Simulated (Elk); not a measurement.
HfO2 (Fm-3m): refractive index against wavelength

The refractive index of HfO2 (Fm-3m) below the direct gap (3.75 eV on the mesh) is read from one computed spectrum, n = √(Re ε).

Cell: a, b, c = 3.617, 3.617, 3.617 Å (primitive vectors), 3 atoms.

Method: Elk 11.2.3 (patched build), PBE, independent particles, k-mesh 10×10×10, Lorentzian half width 0.15 eV.

Launch of the response step: `OMP_NUM_THREADS=4 elk`. The run took 23 s, its band step included, on 4 threads of Arm Neoverse V1 (shared host).

```
wavelength (nm)  photon energy E (eV)       n
           1550                 0.800  2.3188
           1310                 0.946  2.3227
           1064                 1.165  2.3297
            850                 1.459  2.3418
            700                 1.771  2.3582
            633                 1.959  2.3700
            532                 2.331       ?
```

In the single-oscillator model n² − 1 = E₀E_d/(E₀² − E²), so 1/(n² − 1) = E₀/E_d − E²/(E₀E_d) is linear in E².

Working, on the rows shown:

| x = E² (eV²) | y = 1/(n² − 1) |
| --- | --- |
| 0.639837 | 0.228476 |
| 0.895757 | 0.227535 |
| 1.35784 | 0.225861 |
| 2.12762 | 0.223014 |
| 3.13716 | 0.219245 |
| 3.83641 | 0.216596 |

Means: x̄ = 1.9991, ȳ = 0.22345. Σ(x − x̄)(y − ȳ) = -0.03032, Σ(x − x̄)² = 8.164. Slope = -0.03032 / 8.164 = -0.003714; intercept = ȳ − slope · x̄ = 0.23088. Turned back into n, the line misses the rows shown by at most 0.00016.

Question: What does the fit predict for the withheld row, and how well does it do?

Answer: At x = 5.4314 the line gives y = 0.21071, that is 2.3971. The run gave 2.3986, so the extrapolation is off by 0.0015, 1.9 % of the range in the table.

Refitted with all rows, the slope is -0.003766 and the intercept 0.23096. These give E₀ = √(intercept/−slope) = 7.83 eV and E_d = E₀/intercept = 33.9 eV; E₀ is 2.1 times the direct gap. The electronic limit at long wavelengths, without lattice vibrations, is n = √(1 + 1/intercept) = 2.309. Excitons are left out and so are local fields; PBE gaps are as a rule too small. The values come from a sum over the points of one k-mesh and carry its error, which grows as the direct gap shrinks. Spin-orbit coupling is left out.

[Logs are printed without paths, hosts, clocks, repeated set-up lines and the standing remarks that a program may print on its own settings, such as how far it seeks lower states.]
